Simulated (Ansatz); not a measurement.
Crystal: GaN.

```xyz
4
Lattice="3.1800 0.0000 0.0000 -1.5900 2.7540 0.0000 0.0000 0.0000 5.1660" Properties=species:S:1:pos:R:3 pbc="T T T"
Ga    1.5900    0.9180    2.5830
Ga    0.0000    1.8360    0.0000
N     1.5900    0.9180    4.5203
N     0.0000    1.8360    1.9373
```

Program: Ansatz 0.2.0. Alike in all runs: potentials or basis Ansatz PAW; cell as given; cutoff (eV) 420. Hardware: 2 threads of Intel(R) Xeon(R) Processor @ 2.50GHz (Skylake/Cascade Lake), with other jobs on the host.

Task: Order these runs on this cell by their wall time, lowest first.
A. task single point; level LDA; spin off; k mesh 10 × 10 × 5; smearing gaussian 0.1 eV; mesh quality not flagged
B. task band structure; level HSE06; spin off; k mesh 5 × 5 × 3; smearing fermi-dirac 0.05 eV; points for each segment of the path 4; mesh quality coarse
C. task band structure; level RPBE; spin off; k mesh 10 × 10 × 5; smearing fermi-dirac 0.05 eV; points for each segment of the path 14; mesh quality not flagged
D. task band structure; level PBEsol; spin SOC, no magnetisation; k mesh 7 × 7 × 4; smearing gaussian 0.01 eV; points for each segment of the path 14; mesh quality not flagged
E. task Born charges and dielectric tensor; level PBEsol; spin off; k mesh 10 × 10 × 5; smearing fixed; mesh quality not flagged

Result: A (4 s), C (13 s), D (56 s), E (140 s), B (370 s).

Caveats: some runs use coarse meshes.

Runs at the PBE level aren't shown here.
